**Why one hole band of GaAs is sixteen times heavier than its partner**

Row 3 looks wrong. Its mass is −0.506, while row 1, which leaves the same valence level, has −0.032 and the conduction band in row 5 has 0.027. Yet in size row 3 is the ordinary one, at about half the free-electron mass, and the small masses are the first thing to explain. The downward bend of row 3 needs a cause of its own, which is taken up after them.

ABINIT 10.8.3; functional PBE, dispersion none, spin orbit yes, occupations fixed, potentials JTH-PAW-PBE-v2.0, wave cutoff 353.748 eV.

```tsv
row	effective masses harmonic mean	effective masses band
1	-0.032	25
2	-0.032	26
3	-0.506	27
4	-0.506	28
5	0.027	29
6	0.027	30
```

The masses come from PBE with spin-orbit coupling at the zone centre Γ. Near a band edge $E = E_0 + \hbar^2k^2/2m^*$, with $m^*$ in units of the free-electron mass $m_0$, and a negative sign means that the band bends downward. The harmonic mean is the inverse of the curvature $m_0/m^*$ averaged over directions, and the band column counts one-electron spinor bands upward, of which the lowest 28 are filled. Equal rows are spin partners, so there are three distinct masses. By the standard assignment these are the light hole (rows 1 and 2) and the heavy hole (rows 3 and 4), both from the fourfold p-like valence top, and the s-like electron (rows 5 and 6).

**The tempting explanation: band width**

The familiar picture says that spread-out orbitals hop easily, give wide bands and so light carriers. For one isolated band on a face-centred cubic lattice of edge $a$ with hopping energy $t$ between nearest sites, the energy near Γ rises as $ta^2k^2$, so $t = \hbar^2/2|m^*|a^2$, and the whole band is $16t$ wide. The heavy hole then needs a width near 4 eV, a normal size for a p band. The light hole would need about 60 eV and the electron about 70 eV, whereas the s and p valence bands of GaAs together span roughly 13 eV (a rough recalled value). The formula is exact only for an s-like band and gives an order of size for p bands, but the excess is large enough to decide against this picture: the light bands bend far more sharply at Γ than short-range hopping within a single band of ordinary width allows.

**The explanation that fits: repulsion across the gap**

The simpler system to keep in mind is the two-level problem, as in a polar diatomic bond: two levels a distance $E_g$ apart, mixed by a coupling $V$ much smaller than $E_g$, repel, and each moves by about $V^2/E_g$. In the crystal the coupling between the s-like and p-like states at Γ is zero by symmetry and grows in proportion to $k$. The push therefore grows as $k^2/E_g$, which is a curvature, upward for the upper band and downward for the lower. A small gap gives two light bands that are nearly mirror images, here with masses in the ratio 1.19. The analogy ends at the count of levels: there are three valence pairs, coupled unequally, and more distant bands act too.

The Kane model supplies the shares. Moving along $k$ mixes s only with the p orbital that points along $k$. With spin-orbit coupling, two thirds of that orbital sits in the light hole, one third in the split-off pair that lies $\Delta$ lower, and none in the heavy hole. With $E_P$ the coupling strength expressed as an energy and $A = 2E_P/3E_g$, the curvatures are

$$\frac{m_0}{m_{hh}} = 1,\qquad \frac{m_0}{m_{lh}} = 1 - A,\qquad \frac{m_0}{m_c} = 1 + A\left[1+\frac{E_g}{2(E_g+\Delta)}\right].$$

The bracket lies between 1 and 1.5 whatever the gap and the splitting are. Within this model the two hole masses thus bound the electron mass, which is not used in fixing $A$. Taking $A$ from the difference of the hole curvatures cancels any term that both holes share:

$$A = \frac{1}{0.032}-\frac{1}{0.506} = 31.25-1.98 \approx 29.3,$$

$$\frac{1}{1+1.5\times 29.3} \approx 0.022 \;<\; \frac{m_c}{m_0} \;<\; \frac{1}{1+29.3} \approx 0.033 .$$

The computed 0.027 lies inside this window and corresponds to a bracket of 1.23, or 1.19 to 1.28 within the rounding of the table. The window is wide, so the test is a modest one, but the width picture offers no link at all between electron and hole masses. What the numbers support is the link. That the size of the gap controls it is argued from the formula and has not been tested here by changing the gap.

The model fails for row 3 itself. It leaves the heavy hole at the free-electron curvature of +1, while the calculation gives −1.98. The difference of −2.98 is, by standard theory, the push from higher conduction bands, which lie far away and act weakly. A push of that size is only 10% of $A$: it would be a small correction to a light band, but in the heavy hole it outweighs the free-electron term and turns the band downward. The two effects add, and since distant bands also enter $A$ and the electron curvature, the bracket should not be inverted for a gap.

**Is the direction dependence of row 3 noise?**

The same run gives masses along single directions, and the heavy hole runs from −0.323 along [100] to −0.793 along [111], while the light hole changes by only 5.5% of its [100] value. Suspicion is fair, because the run warned that a band gradient at Γ was not zero. The alternative is that the two holes share one direction-dependent term. For a fourfold level in a cubic crystal the Luttinger form gives curvature magnitudes $\gamma_1 \pm 2\sqrt{\gamma_2^2+3(\gamma_3^2-\gamma_2^2)s}$, plus for light and minus for heavy, with $s = x^2y^2+y^2z^2+z^2x^2$ for a unit direction $(x,y,z)$. The gap coupling adds equally to $\gamma_2$ and $\gamma_3$, so theory assigns the warping to the distant bands.

This form requires equal and opposite changes of curvature, and the numbers show them. From [100] to [111] the heavy curvature falls in magnitude by 1.83 and the light one rises by 1.76 ± 0.10. Both holes are warped by the same amount, in opposite senses; such a change is lost on a curvature near 31 and dominates one near 2.

The three constants were fixed from the four hole masses along [100] and [111], and the output below lists every comparison. The heavy mass along [110], outside the fit, comes out at 0.5887 in magnitude, equal to the computed value, whereas a lone band with the simplest cubic warping gives 0.5815, which is 1.2% low relative to it. The direction averages of rows 1 and 3, also outside the fit, are met within rounding. Independent scatter between directions would not obey these relations. However, the form follows from crystal symmetry for any second-order expansion about Γ, and errors that keep the symmetry would obey it too. The agreement is thus largely built in: it confirms the assignment and the internal consistency, not the accuracy. The gradient warning concerns terms linear in $k$, which this form omits; zincblende symmetry allows them, but whether they or numerical error set off the warning is a guess.

**What to do with these masses**

The light masses should not go into a device model. PBE is known to make gaps too small, and $A$ goes as $1/E_g$, so theory expects electron and light hole to be too light by similar factors and the heavy hole to be little touched. Rough recalled measurements (about 0.067, 0.08 and 0.5) point that way, being some 2.5 times the computed values for both light bands and close to the computed value for the heavy one. Temperature and zero-point motion are in the measurements and not in the calculation, so not all of that factor need be due to the functional.

The cell is unrelaxed and under +3.08 GPa, so PBE would expand it. Expansion is known to narrow this gap, and the argument above then predicts lighter electrons and light holes with a nearly steady heavy hole, a prediction untested here. The cutoff is 0.76 of the value recommended for these potentials, so third decimals deserve a check at higher cutoff and on a denser k-mesh, though the contrast between heavy and light is far larger than such errors are likely to be. The run gave two further warnings: that time-reversal symmetry might be broken with spin-orbit coupling switched on, and that convergence could not be monitored adequately because all the bands in the self-consistent step were filled. The spin partners have equal masses, so the first shows no sign here; the second is a reason to repeat the run with some empty bands.

For the heavy hole, no single number serves. Confinement along a growth axis calls for the mass in that direction, and a density of states weights the heavy directions more than the harmonic mean does. Nor does a mass tensor: in a cubic crystal it would give the same mass in every direction, whereas the computed heavy hole runs from −0.323 to −0.793. The three Luttinger constants carry the whole direction dependence of the quadratic term and are the fuller record of this run. They also fix the light hole, however, and so inherit its gap error: they too should stay out of a device model.

Printed output of the fit:

```
Masses in m0, curvatures in 1/m0; table rounded to +-0.0005, directional to +-0.00005
mass ratios: heavy/light 15.8, heavy/electron 18.7, light/electron 1.19
A. single fcc band, E = t a^2 k^2, width 16 t, a = 5.654 angstrom
  light hole curvature -31.25 (+-0.488)  needs t 3.72 eV, width 59.6 eV
  heavy hole curvature  -1.98 (+-0.002)  needs t 0.24 eV, width 3.8 eV
  electron   curvature +37.04 (+-0.686)  needs t 4.41 eV, width 70.6 eV
B. coupling across the gap: R = (1/mc - 1)/A, theory range 1 to 1.5
  table means: A 29.3, 1/mc - 1 = 36.0, R 1.23 (rounding range 1.19 to 1.28)
  100: A 27.3, R 1.32; heavy curvature -3.10, model +1, left over -4.10
  110: A 30.0, R 1.20; heavy curvature -1.70, model +1, left over -2.70
  111: A 30.9, R 1.17; heavy curvature -1.26, model +1, left over -2.26
  mean heavy curvature -1.98, left over -2.98, 10% of A
  Ep/Eg about 44; free-electron Ep 19 eV gives gap near 0.4 eV (order of size only)
  rough recalled measured / computed: light 2.5, heavy 1.0, electron 2.5
C. warping
  100: |curvature| light 30.40 (+-0.05), heavy 3.096, half sum 16.75
  110: |curvature| light 31.75 (+-0.05), heavy 1.699, half sum 16.72
  111: |curvature| light 32.15 (+-0.05), heavy 1.261, half sum 16.71
  curvature change 100 to 111: light +1.76 (+-0.10), heavy -1.83
  mass change 100 to 111: light -5.5%, heavy +146% (factor 2.46)
  from 100 and 111 only: g1 16.73, g2 6.82, g3 7.73, g1/2 8.36, g3-g2 0.92
  100 (used in fit): light 0.03294 vs 0.0329, heavy 0.3230 vs 0.3230 (-0.00%)
  110 (predicted): light 0.03149 vs 0.0315, heavy 0.5887 vs 0.5887 (-0.01%)
  111 (used in fit): light 0.03106 vs 0.0311, heavy 0.7930 vs 0.7930 (-0.00%)
  heavy 110 prediction, range from rounding: 0.5886 to 0.5887
  lone band linear in s: heavy 110 0.5815 (-1.23%)
  sphere harmonic mean, light: -0.0318 vs table -0.032 (residual +0.0002)
  sphere harmonic mean, heavy: -0.5062 vs table -0.506 (residual -0.0002)
  same for lone band linear in s: -0.5013 (residual +0.0047)
```
